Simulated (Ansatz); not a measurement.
## Al2O3 — electric field gradients

The cell is a refined structure from the COD whose atoms were relaxed with PBE, the cell held.

```xyz
10
Lattice="2.3803 1.3742 4.3319 -2.3803 1.3742 4.3319 0.0000 -2.7485 4.3319" Properties=species:S:1:pos:R:3 pbc="T T T"
Al    0.0000    0.0000    4.5755
Al    0.0000    0.0000    1.9223
Al    0.0000    0.0000    8.4201
Al    0.0000    0.0000   11.0733
O    -0.9213    1.3742    7.5808
O    -0.7295   -1.4850    7.5808
O     1.6508    0.1108    7.5808
O     0.9213   -1.3742    5.4148
O     0.7295    1.4850    5.4148
O    -1.6508   -0.1108    5.4148
```

Sites (sets of like atoms) are named by element and the number of their first atom in this list.

Computed with Ansatz: DFT, r2SCAN, plane waves and PAW, scalar-relativistic, 500 eV cutoff, Γ-centred 8×8×8 k-points, Fermi–Dirac smearing 0.02 eV.

C_Q = eQV_zz/h, which is 24.18 MHz for Q = 1 b and V_zz = 10²¹ V/m²; η = (V_xx − V_yy)/V_zz. Directions are in the Cartesian axes of the cell vectors above, for the atom listed; none is given where the gradient is under 0.02 or η is above 0.95.

```json
{"site": "Al", "first atom": "1", "first shell": "6 O at 1.86–1.97 Å", "V_zz (10²¹ V/m²)": "0.56", "η": "0.00", "direction of V_zz (x, y, z)": "0.00 0.00 1.00"}
{"site": "O", "first atom": "5", "first shell": "4 Al at 1.86–1.97 Å; also 2 Al at 3.22 Å", "V_zz (10²¹ V/m²)": "-3.86", "η": "0.51", "direction of V_zz (x, y, z)": "0.00 0.72 0.69"}
```

An axis of threefold or higher order runs through Al, so V_zz lies along it and η is zero.

With these PAW files V_zz is typically within 2 to 3 % of all-electron values, but misses above 10 % occur on Al.
